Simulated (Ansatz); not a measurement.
**Optical constants of SiO$_{2}$**

All numbers below come from DFT PBE, scalar-relativistic, plane waves, PAW (Ansatz 0.2.0). Cutoff 420 eV, 6×6×6 k-points (Γ-centred), Gaussian smearing of 0.01 eV. No spin polarisation.

Equilibrium structure at this level:
```
CELL_PARAMETERS angstrom
0.00000 4.76102 7.42770
2.37941 0.00000 7.42770
2.37941 4.76102 0.00000
ATOMIC_POSITIONS crystal
Si 0.56316 0.56316 0.93684
Si 0.31316 0.31316 0.68684
Si 0.68684 0.68684 0.31316
Si 0.93684 0.93684 0.56316
O 0.62500 0.12500 0.62500
O 0.62500 0.62500 0.12500
O 0.62500 0.62500 0.62500
O 0.12500 0.62500 0.62500
O 0.18622 0.81378 0.18622
O 0.81378 0.18622 0.81378
O 0.43622 0.06378 0.43622
O 0.06378 0.43622 0.06378
```

Independent-particle response (no local fields, no excitons) on a 10×10×10 mesh, broadened by 0.1 eV. Light polarised along y.

Q: Tabulate n, κ, the reflectivity and the absorption coefficient against photon energy.

A:
| E (eV) | n | κ | R | α (10⁵ cm⁻¹) |
| --- | --- | --- | --- | --- |
| 0.2 | 1.57 | 0.00 | 0.05 | 0.00 |
| 0.7 | 1.57 | 0.00 | 0.05 | 0.00 |
| 1.2 | 1.58 | 0.00 | 0.05 | 0.00 |
| 1.7 | 1.58 | 0.00 | 0.05 | 0.00 |
| 2.2 | 1.59 | 0.00 | 0.05 | 0.00 |
| 2.7 | 1.60 | 0.00 | 0.05 | 0.00 |
| 3.2 | 1.61 | 0.00 | 0.05 | 0.00 |
| 3.7 | 1.62 | 0.00 | 0.06 | 0.00 |
| 4.2 | 1.64 | 0.00 | 0.06 | 0.00 |
| 4.7 | 1.66 | 0.00 | 0.06 | 0.00 |
| 5.2 | 1.68 | 0.00 | 0.06 | 0.00 |
| 5.7 | 1.72 | 0.00 | 0.07 | 0.01 |
| 6.2 | 1.76 | 0.00 | 0.08 | 0.02 |
| 6.7 | 1.82 | 0.01 | 0.08 | 0.04 |
| 7.2 | 1.93 | 0.02 | 0.10 | 0.13 |
| 7.7 | 2.01 | 0.14 | 0.11 | 1.10 |
| 8.2 | 2.08 | 0.24 | 0.13 | 1.96 |
| 8.7 | 2.18 | 0.46 | 0.15 | 4.01 |
| 9.2 | 1.98 | 0.66 | 0.15 | 6.12 |
| 9.7 | 1.88 | 0.72 | 0.15 | 7.10 |
| 10.2 | 1.85 | 0.91 | 0.17 | 9.40 |
| 10.7 | 1.52 | 0.72 | 0.11 | 7.79 |
| 11.2 | 1.44 | 0.69 | 0.10 | 7.80 |
| 11.7 | 1.54 | 0.59 | 0.09 | 7.01 |

Q: Where is the highest local maximum of ε₂ between 0.3 and 12 eV?

A: At 10.3 eV, where ε₂ = 3.4.

Q: How do the static value and the gaps compare?

A: ε₁(0) = 2.47; on the self-consistent k mesh the Kohn–Sham gap is 5.60 eV and the least direct gap 5.60 eV.

This form isn't the usual stable structure of the compound.

Cost: 1 run of about 13 core-minutes, on Arm Neoverse V1 (shared hosts).